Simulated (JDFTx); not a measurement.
# Ge (Fd-3m) in JDFTx: a series of runs

The runs below take Ge through equation of state, with PBEsol.

Program: JDFTx 1.7.0 (patched build). These are calculated values, not measurements. Logs are shortened: lines on timing, memory, paths and dates and some standing lists are left out, and cuts for length are marked. The log counts tension as positive stress, the text compression.

**Experimental background.**

“Sub-monolayer structures of Ag overlayers on Ge(111): experimental observations and first-principles study”, 2019, arxiv:1908.00180 quotes, for a bulk crystal of Ge: bulk modulus 75.8 GPa.

The runs below are set against these values where they give the same quantity.

## (1) The structure

Symmetry: Fd-3m, No. 227, cubic system. The conventional cell has a = 5.658 Å, b = 5.658 Å, c = 5.658 Å, α = 90.00°, β = 90.00°, γ = 90.00°. Around Ge (site symmetry -43m) lie 4 Ge at 2.45 Å.

## (2) Equation of state, PBEsol, 21.28 Å³/atom (volume scaled by 0.94)

File Ge.in:

```
lattice \
    0.0000000000     2.7711609388     2.7711609388 \
    2.7711609388     0.0000000000     2.7711609388 \
    2.7711609388     2.7711609388     0.0000000000
latt-scale 1.889726124626 1.889726124626 1.889726124626
coords-type Lattice
ion Ge     0.7500000000     0.7500000000     0.7500000000 1
ion Ge     0.5000000000     0.5000000000     0.5000000000 1

ion-species pseudo/Ge.upf
elec-cutoff 39 312
elec-ex-corr gga-PBEsol
kpoint-folding 8 8 8
elec-smearing Fermi 0.0018374661
elec-n-bands 21
electronic-SCF nIterations 100 energyDiffThreshold 1e-09
electronic-minimize nIterations 30 energyDiffThreshold 1e-7
forces-output-coords Cartesian

dump-name run.$VAR
dump End Ecomponents EigStats BandEigs Kpoints Forces Stress
```

Potentials or basis: PseudoDojo-SR-PBEsol-0.4.1-standard.

Run with:

```bash
> jdftx -c 1 -i Ge.in -o Ge.out
```

The log of the run:

```text
*************** JDFTx 1.7.0 (patched build) ***************

Input parsed successfully to the following command list (including defaults):
[... the input with its defaults ...]

---------- Setting up symmetries ----------

Found 48 point-group symmetries of the bravais lattice
Found 48 space-group symmetries with basis
Applied RMS atom displacement 0 bohrs to make symmetries exact.

---------- Initializing the Grid ----------
R =
[            0      5.23674      5.23674  ]
[      5.23674            0      5.23674  ]
[      5.23674      5.23674            0  ]
unit cell volume = 287.218
G =
[  -0.599914   0.599914   0.599914  ]
[   0.599914  -0.599914   0.599914  ]
[   0.599914   0.599914  -0.599914  ]
Minimum fftbox size, Smin = [  60  60  60  ]
Chosen fftbox size, S = [  60  60  60  ]

---------- Initializing tighter grid for wavefunction operations ----------
R =
[            0      5.23674      5.23674  ]
[      5.23674            0      5.23674  ]
[      5.23674      5.23674            0  ]
unit cell volume = 287.218
G =
[  -0.599914   0.599914   0.599914  ]
[   0.599914  -0.599914   0.599914  ]
[   0.599914   0.599914  -0.599914  ]
Minimum fftbox size, Smin = [  44  44  44  ]
Chosen fftbox size, S = [  48  48  48  ]

---------- Exchange Correlation functional ----------
Initalized PBEsol GGA exchange.
Initalized PBEsol GGA correlation.

---------- Setting up pseudopotentials ----------
Width of ionic core gaussian charges (only for fluid interactions / plotting) set to 0

Reading pseudopotential file 'pseudo/Ge.upf':
  'Ge' pseudopotential, 'PBESOL' functional
  Generated using ONCVPSP code by D. R. Hamann
  14 valence electrons, 3 orbitals, 6 projectors, 1001 radial grid points, with lMax = 2
    3D    l: 2   occupation: 10.0   eigenvalue: -1.077211
    4S    l: 0   occupation:  2.0   eigenvalue: -0.431575
    4P    l: 1   occupation:  2.0   eigenvalue: -0.143216
  Core radius for overlap checks: 1.83 bohrs.

Initialized 1 species with 2 total atoms.

Folded 1 k-points by 8x8x8 to 512 k-points.

---------- Setting up k-points, bands, fillings ----------
Reduced to 29 k-points under symmetry.
Computing the number of bands and number of electrons
Calculating initial fillings.
nElectrons:  28.000000   nBands: 21   nStates: 29

----- Setting up reduced wavefunction bases (one per k-point) -----
average nbasis = 3342.205 , ideal nbasis = 3341.202

---------- Setting up ewald sum ----------
Optimum gaussian width for ewald sums = 2.378435 bohr.
Real space sum over 1331 unit cells with max indices [  5  5  5  ]
Reciprocal space sum over 2197 terms with max indices [  6  6  6  ]

---------- Allocating electronic variables ----------
Initializing wave functions:  linear combination of atomic orbitals
Note: number of bands (21) exceeds available atomic orbitals (18)
Ge pseudo-atom occupations:   s ( 2 )  p ( 2 )  d ( 10 )
	FillingsUpdate:  mu: +0.391366254  nElectrons: 28.000000
LCAOMinimize: Iter:   0  F: -159.8462982819837919  |grad|_K:  4.481e-05  alpha:  1.000e+00
	FillingsUpdate:  mu: +0.391331509  nElectrons: 28.000000
LCAOMinimize: Iter:   1  F: -159.8463108648582249  |grad|_K:  3.315e-07  alpha:  9.802e-01  linmin: -3.670e-02  cgtest:  5.136e-01
LCAOMinimize: Encountered beta<0, resetting CG.
	FillingsUpdate:  mu: +0.391330980  nElectrons: 28.000000
LCAOMinimize: Iter:   2  F: -159.8463108655592180  |grad|_K:  1.136e-08  alpha:  9.966e-01  linmin: -6.471e-04  cgtest:  5.501e-03
	FillingsUpdate:  mu: +0.391331047  nElectrons: 28.000000
LCAOMinimize: Iter:   3  F: -159.8463108655601275  |grad|_K:  1.251e-09  alpha:  8.011e-01  linmin: -1.451e-01  cgtest:  9.797e-01
LCAOMinimize: Encountered beta<0, resetting CG.
LCAOMinimize: Converged (|Delta F|<1.000000e-06 for 2 iters).

-------- Electronic minimization -----------
Will mix electronic density at each iteration.
	FillingsUpdate:  mu: +0.391331047  nElectrons: 28.000000
	FillingsUpdate:  mu: +0.376851421  nElectrons: 28.000000
SCF: Cycle:  0   F: -159.890106538510366   dF: -4.380e-02   |Residual|: 4.988e-02   |deigs|: 1.749e-01
	FillingsUpdate:  mu: +0.379645617  nElectrons: 28.000000
SCF: Cycle:  1   F: -159.891143767864293   dF: -1.037e-03   |Residual|: 2.774e-02   |deigs|: 5.349e-03
	FillingsUpdate:  mu: +0.384059923  nElectrons: 28.000000
SCF: Cycle:  2   F: -159.891362687177605   dF: -2.189e-04   |Residual|: 4.219e-03   |deigs|: 4.619e-03
	FillingsUpdate:  mu: +0.384182162  nElectrons: 28.000000
SCF: Cycle:  3   F: -159.891366729381360   dF: -4.042e-06   |Residual|: 1.904e-03   |deigs|: 7.466e-04
	FillingsUpdate:  mu: +0.384630782  nElectrons: 28.000000
SCF: Cycle:  4   F: -159.891368250656285   dF: -1.521e-06   |Residual|: 5.122e-04   |deigs|: 5.609e-04
	FillingsUpdate:  mu: +0.384672046  nElectrons: 28.000000
SCF: Cycle:  5   F: -159.891368390874874   dF: -1.402e-07   |Residual|: 4.156e-04   |deigs|: 2.269e-04
	FillingsUpdate:  mu: +0.384662999  nElectrons: 28.000000
SCF: Cycle:  6   F: -159.891368438413508   dF: -4.754e-08   |Residual|: 5.448e-05   |deigs|: 1.752e-04
	FillingsUpdate:  mu: +0.384668376  nElectrons: 28.000000
SCF: Cycle:  7   F: -159.891368445860593   dF: -7.447e-09   |Residual|: 1.551e-05   |deigs|: 9.506e-05
	FillingsUpdate:  mu: +0.384668346  nElectrons: 28.000000
SCF: Cycle:  8   F: -159.891368447979175   dF: -2.119e-09   |Residual|: 1.617e-05   |deigs|: 7.256e-05
	FillingsUpdate:  mu: +0.384668298  nElectrons: 28.000000
SCF: Cycle:  9   F: -159.891368448586292   dF: -6.071e-10   |Residual|: 3.830e-06   |deigs|: 7.105e-05
	FillingsUpdate:  mu: +0.384668191  nElectrons: 28.000000
SCF: Cycle: 10   F: -159.891368448778053   dF: -1.918e-10   |Residual|: 3.218e-06   |deigs|: 6.159e-05
SCF: Converged (|Delta E|<1.000000e-09 for 2 iters).

Setting wave functions to eigenvectors of Hamiltonian

# Stress tensor in Cartesian coordinates [Eh/a0^3]:
[ -0.000190612            0            0  ]
[            0 -0.000190612            0  ]
[            0            0 -0.000190612  ]

# Ionic positions in lattice coordinates:
ion Ge   0.750000000000000   0.750000000000000   0.750000000000000 1
ion Ge   0.500000000000000   0.500000000000000   0.500000000000000 1

# Forces in Cartesian coordinates:
force Ge   0.000000000000000   0.000000000000000  -0.000000000000000 1
force Ge  -0.000000000000000   0.000000000000000   0.000000000000000 1

# Energy components:
   Eewald =     -100.8082681265045153
       EH =       54.0642777292432370
     Eloc =     -128.1612693773110152
      Enl =      -94.2717627779772869
      Exc =      -43.2273159779700080
 Exc_core =       18.5098983091954317
       KE =      134.0030825407841917
-------------------------------------
     Etot =     -159.8913576805400112
       TS =        0.0000107682380320
-------------------------------------
        F =     -159.8913684487780529

IonicMinimize: Iter:   0  F: -159.891368448778053  |grad|_K:  7.978e-36
IonicMinimize: Converged (|grad|_K<1.000000e-04).

#--- Lowdin population analysis ---
# oxidation-state Ge +0.021 +0.021

Dumping 'run.eigStats' ...
	eMin: -0.539951 at state 19 ( [ +0.000000 +0.375000 -0.375000 ] spin 0 )
	HOMO: +0.379445 at state 0 ( [ +0.000000 +0.000000 +0.000000 ] spin 0 )
	mu  : +0.384668
	LUMO: +0.391058 at state 4 ( [ +0.000000 +0.000000 +0.500000 ] spin 0 )
	eMax: +0.899625 at state 19 ( [ +0.000000 +0.375000 -0.375000 ] spin 0 )
	HOMO-LUMO gap: +0.011613
	Optical gap  : +0.020618 at state 0 ( [ +0.000000 +0.000000 +0.000000 ] spin 0 )
Done!
```

Wall time 69 s (1 thread of Intel Xeon Platinum 8488C (Sapphire Rapids), shared host); peak memory 0.16 GiB.

What came out:

```
Free energy            : -4350.8658 eV
Pressure               : 5.6 GPa
Band gap on the k mesh : 0.32 eV, indirect (least direct gap 0.56 eV)
```

## (3) Equation of state, PBEsol, 21.73 Å³/atom (volume scaled by 0.96)

Edit Ge.in of step 2 so:

```diff
@@ -1,5 +1,5 @@
 lattice \
-    0.0000000000     2.7711609388     2.7711609388 \
-    2.7711609388     0.0000000000     2.7711609388 \
-    2.7711609388     2.7711609388     0.0000000000
+    0.0000000000     2.7906767997     2.7906767997 \
+    2.7906767997     0.0000000000     2.7906767997 \
+    2.7906767997     2.7906767997     0.0000000000
 latt-scale 1.889726124626 1.889726124626 1.889726124626
```

Potentials or basis: PseudoDojo-SR-PBEsol-0.4.1-standard.

Run with:

```bash
> jdftx -c 1 -i Ge.in -o Ge.out
```

It took 73 s on 1 thread of Intel Xeon Platinum 8488C (Sapphire Rapids), shared host; peak memory 0.16 GiB.

The run converged. Its results:

| Quantity | Value |
| --- | --- |
| Free energy | -4350.8923 eV |
| Pressure | 3.7 GPa |
| Band gap on the k mesh | 0.25 eV, indirect (least direct gap 0.36 eV) |

## (4) Equation of state, PBEsol, 22.19 Å³/atom (volume scaled by 0.98)

Edit Ge.in of step 3 so:

```diff
@@ -1,5 +1,5 @@
 lattice \
-    0.0000000000     2.7906767997     2.7906767997 \
-    2.7906767997     0.0000000000     2.7906767997 \
-    2.7906767997     2.7906767997     0.0000000000
+    0.0000000000     2.8099234548     2.8099234548 \
+    2.8099234548     0.0000000000     2.8099234548 \
+    2.8099234548     2.8099234548     0.0000000000
 latt-scale 1.889726124626 1.889726124626 1.889726124626
```

Run with:

```bash
> jdftx -c 1 -i Ge.in -o Ge.out
```

Wall time 74 s (1 thread of Intel Xeon Platinum 8488C (Sapphire Rapids), shared host); peak memory 0.16 GiB.

The run converged. Its results:

- Free energy: -4350.9087 eV
- Pressure: 2.1 GPa
- Band gap on the k mesh: 0.17 eV, direct

## (5) Equation of state, PBEsol, 22.64 Å³/atom

Edit Ge.in of step 4 so:

```diff
@@ -1,5 +1,5 @@
 lattice \
-    0.0000000000     2.8099234548     2.8099234548 \
-    2.8099234548     0.0000000000     2.8099234548 \
-    2.8099234548     2.8099234548     0.0000000000
+    0.0000000000     2.8289100000     2.8289100000 \
+    2.8289100000     0.0000000000     2.8289100000 \
+    2.8289100000     2.8289100000     0.0000000000
 latt-scale 1.889726124626 1.889726124626 1.889726124626
```

Run with:

```bash
> jdftx -c 1 -i Ge.in -o Ge.out
```

Run time: 76 s. Hardware: 1 thread of Intel Xeon Platinum 8488C (Sapphire Rapids), shared host; peak memory 0.17 GiB.

Results (log left out):

* Free energy: -4350.9164 eV
* Pressure: 0.6 GPa
* Band gap on the k mesh: none (metal or under the smearing width)

## (6) Equation of state, PBEsol, 23.09 Å³/atom (volume scaled by 1.02)

Edit Ge.in of step 5 so:

```diff
@@ -1,5 +1,5 @@
 lattice \
-    0.0000000000     2.8289100000     2.8289100000 \
-    2.8289100000     0.0000000000     2.8289100000 \
-    2.8289100000     2.8289100000     0.0000000000
+    0.0000000000     2.8476450493     2.8476450493 \
+    2.8476450493     0.0000000000     2.8476450493 \
+    2.8476450493     2.8476450493     0.0000000000
 latt-scale 1.889726124626 1.889726124626 1.889726124626
```

Potentials or basis: PseudoDojo-SR-PBEsol-0.4.1-standard.

Run with:

```bash
> jdftx -c 1 -i Ge.in -o Ge.out
```

Wall time 73 s (1 thread of Intel Xeon Platinum 8488C (Sapphire Rapids), shared host); peak memory 0.17 GiB.

It converged, with:

```yaml
Free_energy: -4350.9163 eV
Pressure: -0.7 GPa
Band_gap_on_the_k_mesh: none (metal or under the smearing width)
```

## (7) Equation of state, PBEsol, 23.54 Å³/atom (volume scaled by 1.04)

Edit Ge.in of step 6 so:

```diff
@@ -1,5 +1,5 @@
 lattice \
-    0.0000000000     2.8476450493     2.8476450493 \
-    2.8476450493     0.0000000000     2.8476450493 \
-    2.8476450493     2.8476450493     0.0000000000
+    0.0000000000     2.8661367691     2.8661367691 \
+    2.8661367691     0.0000000000     2.8661367691 \
+    2.8661367691     2.8661367691     0.0000000000
 latt-scale 1.889726124626 1.889726124626 1.889726124626
```

Run with:

```bash
> jdftx -c 1 -i Ge.in -o Ge.out
```

Wall time 78 s (1 thread of Intel Xeon Platinum 8488C (Sapphire Rapids), shared host); peak memory 0.18 GiB.

It converged, with:

| Quantity | Value |
| --- | --- |
| Free energy | -4350.9093 eV |
| Pressure | -1.9 GPa |
| Band gap on the k mesh | none (metal or under the smearing width) |

## (8) Equation of state, PBEsol, 24.00 Å³/atom (volume scaled by 1.06)

Edit Ge.in of step 7 so:

```diff
@@ -1,5 +1,5 @@
 lattice \
-    0.0000000000     2.8661367691     2.8661367691 \
-    2.8661367691     0.0000000000     2.8661367691 \
-    2.8661367691     2.8661367691     0.0000000000
+    0.0000000000     2.8843929095     2.8843929095 \
+    2.8843929095     0.0000000000     2.8843929095 \
+    2.8843929095     2.8843929095     0.0000000000
 latt-scale 1.889726124626 1.889726124626 1.889726124626
```

Run with:

```bash
> jdftx -c 1 -i Ge.in -o Ge.out
```

Run time: 77 s. Hardware: 1 thread of Intel Xeon Platinum 8488C (Sapphire Rapids), shared host; peak memory 0.18 GiB.

It converged, with:

```
Free energy            : -4350.8959 eV
Pressure               : -2.9 GPa
Band gap on the k mesh : none (metal or under the smearing width)
```

## (9) Equation of state, PBEsol

Potentials or basis: PseudoDojo-SR-PBEsol-0.4.1-standard.

This step only gathers the single runs of the series.

Results:

```
Equilibrium volume                      : 22.86 Å³/atom
Bulk modulus                            : 66 GPa
Pressure derivative of the bulk modulus : 4.8 (rough: it moves with the points fitted)
```

Energy against volume, from the lowest point:
| volume (Å³/atom) | energy (meV/atom) |
| --- | --- |
| 21.281 | 25.28 |
| 21.733 | 12.05 |
| 22.186 | 3.83 |
| 22.639 | 0.00 |
| 23.092 | 0.00 |
| 23.545 | 3.53 |
| 23.997 | 10.24 |

## (10) Comparison with measurements

Step 9. A measured bulk modulus of Ge is 75.8 GPa (quoted in “Sub-monolayer structures of Ag overlayers on Ge(111): experimental observations and first-principles study”, 2019, arxiv:1908.00180); the calculated 66 GPa misses it by -12.7 %. The fit is for a static lattice scaled at fixed shape and fixed fractional positions. The cell as given is a measured one (22.64 Å³/atom); PBEsol puts the equilibrium volume +1.0 % from it, thermal expansion not counted.
